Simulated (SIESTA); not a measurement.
Runs of SIESTA 5.4.2 on Nb. It takes space group Im-3m (No. 229, cubic). Conventional cell: a = 3.328 Å, b = 3.328 Å, c = 3.328 Å, α = 90.00°, β = 90.00°, γ = 90.00°. Around Nb (site symmetry m-3m) lie 8 Nb at 2.88 Å. 

| task | level | potentials or basis | cell | k mesh | optimiser | force tolerance | stress tolerance (GPa) | energy shift | gap on the mesh (eV) | pressure (GPa) | V0 of scaled cells (Å³/atom) | B0 (GPa) |
| --- | --- | --- | --- | --- | --- | --- | --- | --- | --- | --- | --- | --- |
| single point | PBE | PseudoDojo 0.4 standard (PBE files), DZP (energy shift 0.002 Ry; radii capped at 9.5 bohr) | as given | 11 × 11 × 11 | - | - | - | 0.002 Ry | none | (a) | - | - |
| equation of state | PBEsol | PseudoDojo 0.4 standard (PBEsol files), DZP (energy shift 0.003 Ry; two zetas on semicore shells) | as given | 11 × 11 × 11 | - | - | - | 0.003 Ry | - | - | 17.76 | 187 |
| equation of state | PBE | PseudoDojo 0.4 standard (PBE files), DZP (energy shift 0.002 Ry; radii capped at 9.5 bohr) | as given | 11 × 11 × 11 | - | - | - | 0.002 Ry | - | - | 18.25 | 180 |
| relaxation of cell and atoms | PBEGcGxHEG | SG15 1.2 (PBE files) or PseudoDojo by element, TZDP (energy shift 0.002 Ry) | relaxed | 8 × 8 × 8 | Broyden | 0.01 eV/Å | 0.05 | 0.002 Ry | none | 0.0 | - | - |
| equation of state | PBE | PseudoDojo 0.4 standard (PBE files), DZP (energy shift 0.003 Ry; two zetas on semicore shells) | as given | 11 × 11 × 11 | - | - | - | 0.003 Ry | - | - | (b) | 175 |
| single point | PBE | PseudoDojo 0.4 standard (PBE files), DZP (energy shift 0.003 Ry; two zetas on semicore shells) | as given | 11 × 11 × 11 | - | - | - | 0.003 Ry | none | -0.7 | - | - |

Alike in all rows: no spin polarisation; smearing fermi-dirac 0.05 eV; grid cutoff 800 Ry.

Fill in the values left out.

(a) -1.7; (b) 18.35.

Caveats: the basis of atomic orbitals isn't converged, which shifts pressures, moduli and gaps; semicore shells carry a single zeta, which can move pressures by several GPa and volumes by a few percent (some runs); the potentials were made for another functional, which shifts forces and pressure (some runs).

A k mesh can miss the band edges, and the runs leave out spin-orbit coupling on Nb.

A gap of «none» marks a metal or a gap under the smearing width.

Not every run made on this cell is shown here.
